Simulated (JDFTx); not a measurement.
Set up this calculation in JDFTx 1.7.0 (patched build), as the native input.

```yaml
Task: single point
Functional: PBEsol
Potentials_or_basis: PseudoDojo-SR-PBEsol-0.4.1-standard with smoothed tails
Cutoff: 1143 eV
Density_cutoff: 9143 eV
k_mesh: 10 × 10 × 10
Occupations: fermi-dirac, width 0.05 eV
Spin: no spin polarisation
Local_potential_set_to_-Z/r_beyond: 6 bohr
Bands: 15
Density_cutoff_over_wavefunction_cutoff: 8
Max_SCF_steps: 100
SCF_threshold_on_the_energy: 1e-09 Ha
Solver_of_the_electrons: scf
Further_solve_for_the_empty_bands: yes
```

GaN:

```
Ga N
1.0
     0.00000    2.25350    2.25350
     2.25350    0.00000    2.25350
     2.25350    2.25350    0.00000
Ga N
1 1
Cartesian
  0.0000 0.0000 0.0000
  1.1268 1.1268 1.1268
```

The cell is a database's computed one.

One way to write it, as run:

GaN.in

```
lattice \
    0.0000000000     4.2584989699     4.2584989699 \
    4.2584989699     0.0000000000     4.2584989699 \
    4.2584989699     4.2584989699     0.0000000000
coords-type Lattice
ion Ga     0.0000000000     0.0000000000     0.0000000000 1
ion N      0.2500000000     0.2500000000     0.2500000000 1

ion-species pseudo/Ga.upf
ion-species pseudo/N.upf
elec-cutoff 42 336
elec-ex-corr gga-PBEsol
kpoint-folding 10 10 10
elec-smearing Fermi 0.0018374661
elec-n-bands 15
electronic-SCF nIterations 100 energyDiffThreshold 1e-09
electronic-minimize nIterations 30 energyDiffThreshold 1e-7
converge-empty-states yes
forces-output-coords Cartesian

dump-name run.$VAR
dump End Ecomponents EigStats BandEigs Kpoints Forces Stress ElecDensity Dtot KEdensity
```

Potentials or basis: PseudoDojo-SR-PBEsol-0.4.1-standard with smoothed tails.

Run with:

```sh
$ jdftx -c 1 -i GaN.in -o GaN.out
```

It gave:

```json
{
  "Pressure": "-0.9 GPa",
  "Band gap on the k mesh": "1.71 eV, direct",
  "Loewdin charges": "Ga +0.79; N -0.76 e"
}
```

Caveat: the empty levels aren't tightly converged.

Wall time 29 s on 1 thread of AMD EPYC 9R45 96-Core Processor (Zen 5), on a shared host, peak memory 0.11 GiB.
